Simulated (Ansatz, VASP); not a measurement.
**InSb3: VASP beside Ansatz**

INCAR

```
SYSTEM = InSb3
PREC = Accurate
ENCUT = 520
EDIFF = 1E-6
ISMEAR = -1
SIGMA = 0.05
LREAL = .FALSE.
LASPH = .TRUE.
NELM = 100
ALGO = Normal
ISIF = 2
LWAVE = .FALSE.
LCHARG = .FALSE.
GGA = PS
NBANDS = 22
```

Contents of KPOINTS:

```
Automatic mesh
0
G
  5 5 5
  0 0 0
```

POSCAR

```
InSb3
1.0
    4.8063670000      0.0480636700      0.0000000000
    0.0480636700      4.8063670000      0.0000000000
    0.0000000000      0.0000000000      4.8063670000
Sb In
3 1
Direct
    0.5000000000      0.5000000000      0.0000000000
    0.0000000000      0.5000000000      0.5000000000
    0.5000000000      0.0000000000      0.5000000000
    0.0000000000      0.0000000000      0.0000000000
```

input.yaml

```yaml
crystal:
  lattice:
    - [4.806367, 0.04806367, 0.0]
    - [0.04806367, 4.806367, 0.0]
    - [0.0, 0.0, 4.806367]
  atoms:
    - { symbol: Sb, position: [0.5, 0.5, 0.0] }
    - { symbol: Sb, position: [0.0, 0.5, 0.5] }
    - { symbol: Sb, position: [0.5, 0.0, 0.5] }
    - { symbol: In, position: [0.0, 0.0, 0.0] }
hamiltonian:
  xc: pbesol
  pseudopotentials: { kind: paw }
kpoints:
  mp_grid: { grid: [5, 5, 5] }
  band_path:
    path:
      - [[0.0, 0.0, 0.0], [0.4901970395, -0.4901970395, 0.0], [0.0, -0.5, 0.0], [0.0, -0.5, -0.5], [0.4901970395, -0.4901970395, -0.5], [0.0, 0.0, -0.5], [0.0, 0.0, 0.0], [-0.5, -0.5, 0.0], [-0.4901970395, -0.5098029605, 0.0], [-0.4901970395, -0.5098029605, -0.5], [-0.5, -0.5, -0.5], [-0.5, -0.5, 0.0]]
      - [[0.0, 0.0, -0.5], [-0.5, -0.5, -0.5]]
    npoints: 14
scf:
  occupations: { method: fermi_dirac, width: 0.05 }
  n_extra_bands: 10
output:
  forces: true
  stress: true
  eigenvalues: true
  fatbands: false
```

The cell comes from a database or a generator and needn't be the stable form of this composition.

Alike in both runs: functional PBEsol; k mesh 5 × 5 × 5; occupations fermi-dirac, width 0.05 eV; no spin polarisation.

```csv
,VASP,Ansatz
version,VASP 6.6.1,Ansatz 0.2.0
potentials or method,"VASP PAW PBE potentials, release 64 (Sb, In_d)",Ansatz PAW
plane-wave cutoff (eV),520,420
valence electrons in the cell,28,58
task,single point,band structure
```

Ansatz gave:

| Quantity | Value |
| --- | --- |
| gap on the k mesh at the Fermi level (eV) | none |
| pressure (GPa) | -2.5 |
| largest component of the traceless stress (GPa) | 0.12 |

Task: Which values does VASP return?

Result: gap on the k mesh at the Fermi level (eV): none; pressure (GPa): -2.5; largest component of the traceless stress (GPa): 0.11.

A gap of «none» marks a metal or a gap that the smearing closes. The two sets of potentials don't hold the same shells in valence.

Caveats: the PAW data sets were made with another functional, which shifts forces and pressure a little (VASP); spin-orbit coupling is left out, which moves the levels of the heavy elements (Ansatz); the PAW data sets come from PBE, with cores solved anew for the run's functional, which leaves a small shift of forces and pressure (Ansatz). The runs have no spin-orbit coupling, so splittings on Sb are missing.
